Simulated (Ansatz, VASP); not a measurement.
One calculation of AlN, two programs

```xyz
4
Lattice="3.1067 0.0000 0.0000 -1.5534 2.6905 0.0000 0.0000 0.0000 4.9534" Properties=species:S:1:pos:R:3 pbc="T T T"
Al    0.0000    1.7937    0.0008
Al    1.5534    0.8968    2.4776
N     0.0000    1.7937    1.8914
N     1.5534    0.8968    4.3681
```

Alike in both runs: task relaxation of the atoms; functional r2SCAN; k mesh 8 × 8 × 5; no spin polarisation.

```csv
,VASP,Ansatz
version,VASP 6.6.1,Ansatz 0.2.0
potentials or method,"VASP PAW PBE potentials, release 64 (Al, N)","scalar-relativistic, plane waves, PAW"
plane-wave cutoff (eV),520,500
occupations,"gaussian, width 0.01 eV",fixed
valence electrons in the cell,16,16
```

|  | VASP | Ansatz | Ansatz less VASP |
| --- | --- | --- | --- |
| gap on the k mesh at the Fermi level, each at its own relaxed structure (eV) | 4.94 | 4.90 | -0.040 |

Ansatz warned: «stress_scf_threshold_loose».

Caveats: the PAW data sets were made with another functional, which shifts forces and pressure a little (VASP). r2SCAN opens gaps a little over a GGA but as a rule still falls short of measured ones.
